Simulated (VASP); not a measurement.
# TaN (I4/mmm) in VASP: single point with LDA

Aim: the single point of TaN with LDA.

Program: VASP 6.6.1. These are calculated values, not measurements. Logs are shortened: lines on timing, memory, paths and dates and some standing lists are left out, and cuts for length are marked.

### 1 The cell of the first run

It takes space group I4/mmm (No. 139, tetragonal). The conventional cell has a = 3.157 Å, b = 3.157 Å, c = 4.349 Å, α = 90.00°, β = 90.00°, γ = 90.00°. Ta (site symmetry 4/mmm) is surrounded by 6 N at 2.17 to 2.23 Å. N (site symmetry 4/mmm) has 6 Ta at 2.17 to 2.23 Å as nearest neighbours.

### 2 Single point, LDA (mode 4 frozen in at +0.000 Å, equal normal strain along x and y +0.0267)

The input, INCAR:

```
SYSTEM = TaN
PREC     = Accurate       ! precision mode
ENCUT    = 520            ! plane-wave cutoff, eV
EDIFF    = 1E-6           ! SCF threshold, eV
ISMEAR   = 0              ! smearing method
SIGMA    = 0.15           ! smearing width, eV
LREAL    = .False.        ! projectors in reciprocal space
LASPH    = .True.         ! aspherical terms in the spheres
NELM     = 100            ! most SCF steps
ALGO     = Fast           ! electronic algorithm
ISIF     = 2              ! what is computed and relaxed
LWAVE    = .False.        ! write WAVECAR
LCHARG   = .False.        ! write CHGCAR
NBANDS   = 15             ! bands
```

The input, KPOINTS:

```
Automatic mesh
0
Gamma
  18 18 18
  0 0 0
```

The input, POSCAR:

```
TaN
1.0
    0.0000000000      2.2323223663      2.1742693740
    2.2323223663      0.0000000000      2.1742693740
    2.2323223663      2.2323223663      0.0000000000
Ta N
1 1
Direct
    0.5000000000      0.5000000000      0.5000000000
    0.0000000000      0.0000000000      0.0000000000
```

Potentials or basis: VASP PAW LDA potentials, release 64 (Ta_pv, N).

Launch:

```bash
$ cat potpaw_LDA.64/Ta_pv/POTCAR potpaw_LDA.64/N/POTCAR > POTCAR
$ mpirun -np 1 vasp_std > vasp.out
```

OUTCAR:

```text
SYSTEM = TaN
   PREC = Accurate
   ENCUT = 520
   EDIFF = 1E-6
   ISMEAR = 0
   LREAL = .False.
   LASPH = .True.
   NELM = 100
   ISIF = 2

 ion  position               nearest neighbor table
   1  0.500  0.500  0.500-   2 2.17   2 2.17   2 2.23   2 2.23   2 2.23   2 2.23
   2  0.000  0.000  0.000-   1 2.17   1 2.17   1 2.23   1 2.23   1 2.23   1 2.23

  LATTYP: Found a body centered tetragonal cell.
 ALAT       =     3.1569805660
 C/A-ratio  =     1.3774360206

  Lattice vectors:

 A1 = (   0.0000000000,  -2.2323223663,  -2.1742693740)
 A2 = (   0.0000000000,   2.2323223663,  -2.1742693740)
 A3 = (   2.2323223663,   0.0000000000,   2.1742693740)

Analysis of symmetry for initial positions (statically):
=====================================================================
 Subroutine PRICEL returns:
 Original cell was already a primitive cell.

 Routine SETGRP: Setting up the symmetry group for a
 body centered tetragonal supercell.

 Subroutine GETGRP returns: Found 16 space group operations
 (whereof 16 operations were pure point group operations)
 out of a pool of 16 trial point group operations.

The static configuration has the point symmetry D_4h.

Analysis of symmetry for dynamics (positions and initial velocities):
=====================================================================
 Subroutine PRICEL returns:
 Original cell was already a primitive cell.

 Routine SETGRP: Setting up the symmetry group for a
 body centered tetragonal supercell.

 Subroutine GETGRP returns: Found 16 space group operations
 (whereof 16 operations were pure point group operations)
 out of a pool of 16 trial point group operations.

The dynamic configuration has the point symmetry D_4h.

 Subroutine INISYM returns: Found 16 space group operations
 (whereof 16 operations are pure point group operations),
 and found     1 'primitive' translations

----------------------------------------------------------------------------------------

                                     Primitive cell

  volume of cell :      21.6699

  direct lattice vectors                    reciprocal lattice vectors
     0.000000000  2.232322366  2.174269374    -0.223981987  0.223981987  0.229962306
     2.232322366  0.000000000  2.174269374     0.223981987 -0.223981987  0.229962306
     2.232322366  2.232322366  0.000000000     0.223981987  0.223981987 -0.229962306

  length of vectors
     3.116201286  3.116201286  3.156980566     0.391431378  0.391431378  0.391431378

  position of ions in fractional coordinates (direct lattice)
     0.500000000  0.500000000  0.500000000
     0.000000000  0.000000000  0.000000000

  ion indices of the primitive-cell ions
   primitive index   ion index
                 1           1
                 2           2

----------------------------------------------------------------------------------------

 KPOINTS: Automatic mesh

Automatic generation of k-mesh.
 Grid dimensions read from file:
 generate k-points for:   18   18   18

 Generating k-lattice:

  Cartesian coordinates                     Fractional coordinates (reciprocal lattice)
    -0.012443444  0.012443444  0.012775684     0.055555556  0.000000000  0.000000000
     0.012443444 -0.012443444  0.012775684     0.000000000  0.055555556  0.000000000
     0.012443444  0.012443444 -0.012775684    -0.000000000 -0.000000000  0.055555556

  Length of vectors
     0.021746188  0.021746188  0.021746188

  Shift w.r.t. Gamma in fractional coordinates (k-lattice)
     0.000000000  0.000000000  0.000000000

 Subroutine IBZKPT returns following result:
 ===========================================

 Found    480 irreducible k-points:

 Following reciprocal coordinates:
            Coordinates               Weight
  0.000000  0.000000  0.000000      1.000000
  0.055556 -0.000000  0.000000      8.000000
  0.111111 -0.000000  0.000000      8.000000
  0.166667  0.000000  0.000000      8.000000
  0.222222 -0.000000  0.000000      8.000000
  0.277778  0.000000  0.000000      8.000000
[... 16 lines left out ...]
 -0.277778  0.055556  0.000000      8.000000
 -0.222222  0.055556  0.000000      8.000000
 [... further k-points ...]
   k-points           NKPTS =    480   k-points in BZ     NKDIM =    480   number of bands    NBANDS=     15
   number of dos      NEDOS =    301   number of ions     NIONS =      2
   total plane-waves  NPLWV =  13824
   dimension x,y,z NGX =    24 NGY =   24 NGZ =   24
   dimension x,y,z NGXF=    48 NGYF=   48 NGZF=   48
   ions per type =               1   1
   NGX,Y,Z   is equivalent  to a cutoff of  12.80, 12.80, 12.64 a.u.
   NGXF,Y,Z  is equivalent  to a cutoff of  25.61, 25.61, 25.28 a.u.
 SYSTEM =  TaN
   PREC   = accura    normal or accurate (medium, high low for compatibility)
   ISTART =      0    job   : 0-new  1-cont  2-samecut
   ICHARG =      2    charge: 1-file 2-atom 10-const
   ISPIN  =      1    spin polarized calculation?
   LNONCOLLINEAR =      F non collinear calculations
   LSORBIT =      F    spin-orbit coupling
   LASPH  =      T    aspherical Exc in radial PAW
   ENCUT  =  520.0 eV  38.22 Ry    6.18 a.u.   5.79  5.79  5.87*2*pi/ulx,y,z
   NELM   =    100;   NELMIN=  2; NELMDL= -5     # of ELM steps
   EDIFF  = 0.1E-05   stopping-criterion for ELM
   LREAL  =      F    real-space projection
   EDIFFG = 0.1E-04   stopping-criterion for IOM
   NSW    =      0    number of steps for IOM
   IBRION =     -1    ionic relax: 0-MD 1-quasi-New 2-CG
   NFREE  =      0    steps in history (QN), initial steepest desc. (CG)
   ISIF   =      2    stress and relaxation
   ISYM   =      2    0-nonsym 1-usesym 2-fastsym
   POTIM  = 0.5000    time-step for ionic-motion
   TEBEG  =    0.0;   TEEND  =   0.0 temperature during run
   PSTRESS=    0.0 pullay stress
   NELECT =      16.0000    total number of electrons
   NUPDOWN=      -1.0000    fix difference up-down
   EMIN   =  10.00;   EMAX   =-10.00  energy-range for DOS
   EFERMI =   0.00;   METHOD = LEGACY
   ISMEAR =     0;   SIGMA  =   0.15  broadening in eV -4-tet -1-fermi 0-gaus
   EFERMI_NEDOS =   21; number of points for ismear=-14 and -15
   IALGO  =     68    algorithm
   IMIX   =      4    mixing-type and parameters
     AMIX     =   0.40;   BMIX     =  1.00
     AMIX_MAG =   1.60;   BMIX_MAG =  1.00
  volume/ion in A,a.u.               =      10.83        73.12
  Fermi-wavevector in a.u.,A,eV,Ry     =   1.479662  2.796155 29.788579  2.189399
  Thomas-Fermi vector in A             =   2.593792
   LORBIT       =      0    0 simple, 1 ext, 2 COOP (PROOUT), +10 PAW based schemes
   GGA     = CA    functional components
   LHFCALC =     F    Hartree Fock is set to
   AEXX    =    0.0000 exact exchange contribution
   IVDW    =     0    specifies the selected vdW correction
   LEPSILON=     F    determine dielectric tensor
   LRPA    =     F    only Hartree local field effects (RPA)
 non-spin polarized calculation
 RMM-DIIS sequential band-by-band and
 Gauss-broadening in eV      SIGMA  =   0.15
  energy-cutoff  :      520.00
  volume of cell :       21.67
 maximum number of plane-waves:       596
   NGX = 11   NGY = 11   NGZ = 11

 number of electron      16.0000003 magnetization

 Free energy of the ion-electron system (eV)
  ---------------------------------------------------
  ext. energy  EPLUGINS =         0.00000000
  ---------------------------------------------------
  free energy    TOTEN  =       -24.08608074 eV

  energy without entropy =      -24.07657310  energy(sigma->0) =      -24.08132692

 E-fermi :   9.1804     XC(G=0): -13.5579

 val. band max:        9.1752013073   @ k =  -0.2778   0.1667   0.0000
 cond. band min:       9.1856282578   @ k =  -0.2778   0.1667   0.0000
 fundamental gap:      0.0104269504
 Fermi energy:         9.1803551676

 k-point     1 :       0.0000    0.0000    0.0000
  band No.  band energies     occupation
      1     -26.4178      2.00000
      2     -26.4178      2.00000
      3     -26.4047      2.00000
      4      -9.2756      2.00000
      5       5.4255      2.00000
      6       5.4255      2.00000
      7       5.5428      2.00000
      8       7.0006      2.00000
      9       7.0006      2.00000
     10       7.3075      2.00000
     11       8.9874      1.93105
     12       9.1914      0.91694
     13      10.9194      0.00000
     14      18.6670      0.00000
     15      20.5406      0.00000

 k-point     2 :       0.0556   -0.0000    0.0000
  band No.  band energies     occupation
      1     -26.4408      2.00000
      2     -26.4207      2.00000
      3     -26.4101      2.00000
      4      -9.2013      2.00000
      5       5.0350      2.00000
      6       5.1423      2.00000
      7       5.2453      2.00000
      8       7.1384      2.00000
      9       7.1819      2.00000
     10       7.4331      2.00000
     11       9.2959      0.27599
     12       9.5076      0.00203
     13      11.1493      0.00000
     14      18.8943      0.00000
     15      20.5405      0.00000

 k-point     3 :       0.1111   -0.0000    0.0000
  band No.  band energies     occupation
      1     -26.5152      2.00000
      2     -26.4292      2.00000
      3     -26.4165      2.00000
      4      -8.9851      2.00000
      5       4.1742      2.00000
      6       4.5401      2.00000
      7       4.6366      2.00000
      8       7.4523      2.00000
      9       7.5043      2.00000
     10       7.6888      2.00000
     11      10.0662      0.00000
     12      10.2928      0.00000
     13      11.7561      0.00000
     14      19.5343      0.00000
     15      20.5403      0.00000

 k-point     4 :       0.1667    0.0000    0.0000
  band No.  band energies     occupation
      1     -26.6283      2.00000
      2     -26.4420      2.00000
      3     -26.4252      2.00000
      4      -8.6450      2.00000
      5       3.1767      2.00000
      6       3.8787      2.00000
      7       3.9614      2.00000
      8       7.8622      2.00000
      9       7.8903      2.00000
     10       8.0227      2.00000
     11      11.0674      0.00000
     12      11.3019      0.00000
     13      12.5685      0.00000
     14      20.4452      0.00000
     15      20.5412      0.00000
[... 307 lines left out ...]
 k-point    22 :      -0.3333    0.0556    0.0000
  band No.  band energies     occupation
      1     -27.0605      2.00000
      2     -26.4883      2.00000
      3     -26.4878      2.00000
      4      -7.0770      2.00000
      5       0.1361      2.00000
      6       2.1116      2.00000
      7       2.4172      2.00000
      8       9.2494      0.51515
      9       9.6836      0.00000
     10      10.4859      0.00000
     11      14.1837      0.00000
     12      14.6656      0.00000
     13      15.1205      0.00000
     14      20.6427      0.00000
     15      23.1935      0.00000

 k-point    23 :      -0.2778    0.0556    0.0000
  band No.  band energies     occupation
      1     -26.9411      2.00000
      2     -26.4799      2.00000
      3     -26.4706      2.00000
      4      -7.5594      2.00000
      5       0.8923      2.00000
      6       2.4577      2.00000
      7       2.8646      2.00000
      8       8.6627      2.00000
      9       8.9804      1.94057
     10       9.9308      0.00000
     11      13.4831      0.00000
     12      14.0738      0.00000
     13      14.1875      0.00000
     14      20.5271      0.00000
     15      21.3321      0.00000

 k-point    24 :      -0.2222    0.0556    0.0000
  band No.  band energies     occupation
      1     -26.8064      2.00000
      2     -26.4683      2.00000
      3     -26.4534      2.00000
      4      -8.0452      2.00000
      5       1.7532      2.00000
      6       2.9149      2.00000
      7       3.4058      2.00000
      8       8.2117      2.00000
      9       8.3301      2.00000
     10       9.3295      0.15971
     11      12.3788      0.00000
     12      13.1305      0.00000
     13      13.4895      0.00000
     14      20.5365      0.00000
     15      21.5649      0.00000

 [... further k-points ...]

------------------------ aborting loop because EDIFF is reached ----------------------------------------

  FORCE on cell =-STRESS in cart. coord.  units (eV):
  Direction    XX          YY          ZZ          XY          YZ          ZX
  --------------------------------------------------------------------------------------
  -------------------------------------------------------------------------------------
  Total       -2.7534948     -2.7534948     -0.7791848      0.0000000      0.0000000      0.0000000
  in kB     -203.5812066   -203.5812066    -57.6094721      0.0000000      0.0000000      0.0000000
  external PRESSURE =    -154.9239618 kB  Pullay stress =       0.0000000 kB

 VOLUME and BASIS-vectors are now :
 -----------------------------------------------------------------------------
  energy-cutoff  :      520.00
  volume of cell :       21.67
      direct lattice vectors                 reciprocal lattice vectors
     0.000000000  2.232322366  2.174269374    -0.223981987  0.223981987  0.229962306
     2.232322366  0.000000000  2.174269374     0.223981987 -0.223981987  0.229962306
     2.232322366  2.232322366  0.000000000     0.223981987  0.223981987 -0.229962306

 POSITION                                       TOTAL-FORCE (eV/Angst)
 -----------------------------------------------------------------------------------
      2.23232      2.23232      2.17427        -0.000000      0.000000      0.000000
      0.00000      0.00000      0.00000         0.000000     -0.000000      0.000000
 -----------------------------------------------------------------------------------
    total drift:                                0.000000     -0.000000     -0.000000

  FREE ENERGIE OF THE ION-ELECTRON SYSTEM (eV)
  ---------------------------------------------------
  free  energy   TOTEN  =       -24.0860807423 eV

  energy  without entropy=      -24.0765730953  energy(sigma->0) =      -24.08132692
```

It took 94 s on 1 thread of Intel Xeon Platinum 8259CL at 2.50GHz (Skylake/Cascade Lake), shared host; peak memory 0.26 GiB.

Results:

| Property | Result |
| --- | --- |
| Free energy | -24.0861 eV |
| Pressure | -15.5 GPa |
| Band gap on the k mesh | none (metal or under the smearing width) |

Levels at points of the mesh, in eV from the Fermi level:
| k point | band 5 | band 6 | band 7 | band 8 | band 9 | band 10 | band 11 | band 12 |
| --- | --- | --- | --- | --- | --- | --- | --- | --- |
| (0.00, 0.00, 0.00) | -3.75 | -3.75 | -3.64 | -2.18 | -2.18 | -1.87 | -0.19 | 0.01 |
| (0.50, 0.00, 0.00) | -10.18 | -7.44 | -7.43 | 1.70 | 1.93 | 1.97 | 3.88 | 6.98 |
| (0.50, 0.50, 0.00) | -6.31 | -5.37 | -4.61 | -4.61 | 2.00 | 3.42 | 3.42 | 4.46 |
| (0.50, 0.00, 0.50) | -6.59 | -5.32 | -4.53 | -4.43 | 1.93 | 3.25 | 3.57 | 4.44 |

Caveat: so large a pressure means that the cell lies far from this level's equilibrium, or that cutoff or potentials fall short. The run has no spin-orbit coupling, so splittings on Ta are missing.
